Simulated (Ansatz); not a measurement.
Gd in Ansatz: the effect of starting spin order

Crystal: Gd.

```xyz
1
Lattice="0.0000 2.5858 2.5858 2.5858 0.0000 2.5858 2.5858 2.5858 0.0000" Properties=species:S:1:pos:R:3 pbc="T T T"
Gd    0.0000    0.0000    0.0000
```

This isn't the form of Gd at room conditions, which is hcp.

Alike in all runs:

| Property | Result |
| --- | --- |
| Program | Ansatz 0.2.0 |
| Task | single point |
| Functional | PBE |
| Potentials or basis | Ansatz PAW |
| Cutoff | 420 eV (not typed: the program's choice for these potentials) |
| k mesh | 9 × 9 × 9 |
| Occupations | fermi-dirac, width 0.05 eV |

Q: One run gave: energy over the lowest run 7457.9 meV/atom; pressure -2.7 GPa; final net moment 0.00 μB; final largest site moment 0.00 μB. Which starting spin order did it use?
A. spin off
B. fm
C. random

A: A.

| starting spin order | spin | starting moments | energy over the lowest run (meV/atom) | pressure (GPa) | final net moment (μB) | final largest site moment (μB) |
| --- | --- | --- | --- | --- | --- | --- |
| spin off | no spin polarisation | - | 7457.9 | -2.7 | 0.00 | 0.00 |
| fm | collinear spin, ferromagnetic start | [7.0] μB | 0.0 | -1.3 | 7.59 | 7.33 |
| random | collinear spin, random start | [2.01] μB | 0.0 | -1.3 | 7.59 | 7.33 |
